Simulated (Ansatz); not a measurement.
# SrVO₃: do energies and stresses tell the same story?

Level of theory: DFT PBE, scalar-relativistic, plane waves, PAW in Ansatz.

Plane waves to 420 eV, a k mesh through Γ of 10×10×10 on the computed 5-atom cell and Gaussian smearing (0.10 eV); collinear spin from starting moments 0 0.29 0 0 0 μB.

Relaxed cell: Pm-3m, a = 3.859 Å, b = 3.859 Å, c = 3.859 Å, α = 90.00°, β = 90.00°, γ = 90.00°, 5 atoms in the primitive cell. Whether it is the stable form of this composition wasn't checked.

Energies at zero smearing and pressures from the stress tensor, at volumes with shape and atoms relaxed:
```csv
V (Å³/atom),E − E(first) (meV/atom),P (GPa)
10.803,0.00,12.80
11.148,-19.90,5.88
11.492,-26.08,0.01
11.837,-20.62,-4.97
12.182,-5.37,-9.19
```

Q: Check P = −dE/dV between neighbouring volumes, and get the bulk modulus from the pressures alone.

A: With 1 eV/Å³ = 160.2 GPa:
```csv
middle V (Å³/atom),−ΔE/ΔV (GPa),mean P (GPa)
10.975,9.249,9.337
11.320,2.872,2.940
11.665,-2.539,-2.480
12.009,-7.088,-7.076
```

The two differ by 0.09 GPa at most. The mean of two end pressures misses the average over a step by about ΔV² P″/12, up to 0.09 GPa here; with that taken off 0.04 GPa remains, from the smearing term (the stress is the derivative of the free energy), the finite cutoff, the mesh or the relaxation's tolerance. Around V = 11.492 Å³/atom, the two neighbours give B = −V ΔP/ΔV = 11.492 × 10.84 / 0.690 = 180.7 GPa, against B0 = 179.4 GPa from the Birch–Murnaghan fit of the energies.

Moments started parallel, and an antiferromagnetic order may lie lower.

Only this magnetic start was tried.

Symmetry holds off the tilts and polar distortions that many cubic perovskites undergo.